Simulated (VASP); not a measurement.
A VASP 6.6.1 single-point calculation on PbSe

INCAR

```
NBANDS = 17
PREC = Accurate
ENCUT = 520
SIGMA = 0.02
LASPH = .TRUE.
ISIF = 2
AMIX = 0.8
LCHARG = .FALSE.
NELM = 61
LREAL = .FALSE.
LWAVE = .FALSE.
IBRION = -1
ISMEAR = -1
GGA = PE
NSW = 0
EDIFF = 1E-7
```

KPOINTS

```
KPOINTS created by Atomic Simulation Environment
0
Gamma
6 6 6
0 0 0
```

POSCAR

```
Pb Se
 1.0000000000000000
     0.0000000000000000    3.4232041300268978    3.4232041300268978
     3.4232041300268978   -0.0000000000000000    3.4232041300268978
     3.4232041300268978    3.4232041300268978   -0.0000000000000000
 Pb  Se
   1   1
Cartesian
 -0.0000000000000000 -0.0000000000000000  0.0000000000000000
  1.7116020650134487  1.7116020650134487  1.7116020650134487
```

The recommended PBE PAW datasets give the neutral cell 20 valence electrons.

Command

```
mpirun -np 1 vasp_std
```

Predict the outcome of this run.

It converged. Results: gap between bands v and c on the k mesh 0.75 eV; least direct gap on the k mesh 1.15 eV; pressure 0.7 GPa. Band v is the last that the valence electrons fill when counted band by band, and c is the next.

OSZICAR

```
N       E                     dE             d eps       ncg     rms          rms(c)
DAV:   1     0.161105274431E+03    0.16111E+03   -0.91028E+03   544   0.109E+03
DAV:   2     0.558824695493E+01   -0.15552E+03   -0.15004E+03   580   0.281E+02
DAV:   3    -0.792375545051E+01   -0.13512E+02   -0.13428E+02   695   0.925E+01
DAV:   4    -0.827234463598E+01   -0.34859E+00   -0.34827E+00   638   0.187E+01
DAV:   5    -0.828559272750E+01   -0.13248E-01   -0.13248E-01   772   0.341E+00    0.305E+00
DAV:   6    -0.799786706817E+01    0.28773E+00   -0.48858E+00   819   0.120E+01    0.269E+00
DAV:   7    -0.782560582844E+01    0.17226E+00   -0.10773E+00   807   0.546E+00    0.880E-01
DAV:   8    -0.783549447590E+01   -0.98886E-02   -0.62463E-02   600   0.136E+00    0.205E-01
DAV:   9    -0.783440845780E+01    0.10860E-02   -0.43564E-03   664   0.384E-01    0.557E-02
DAV:  10    -0.783450870490E+01   -0.10025E-03   -0.52621E-04   576   0.104E-01    0.232E-02
DAV:  11    -0.783451204961E+01   -0.33447E-05   -0.11678E-05   694   0.244E-02    0.651E-03
DAV:  12    -0.783451236268E+01   -0.31306E-06   -0.22476E-06   601   0.133E-02    0.130E-03
DAV:  13    -0.783451226458E+01    0.98101E-07   -0.18962E-07   458   0.530E-03
   1 F= -.78345123E+01 E0= -.78345123E+01  d E =-.318404E-09
```

For comparison, a separate PBE run of the intended cell, on usual settings and not on those above, gives a gap of 0.75 eV on its mesh and a pressure of 0.7 GPa.
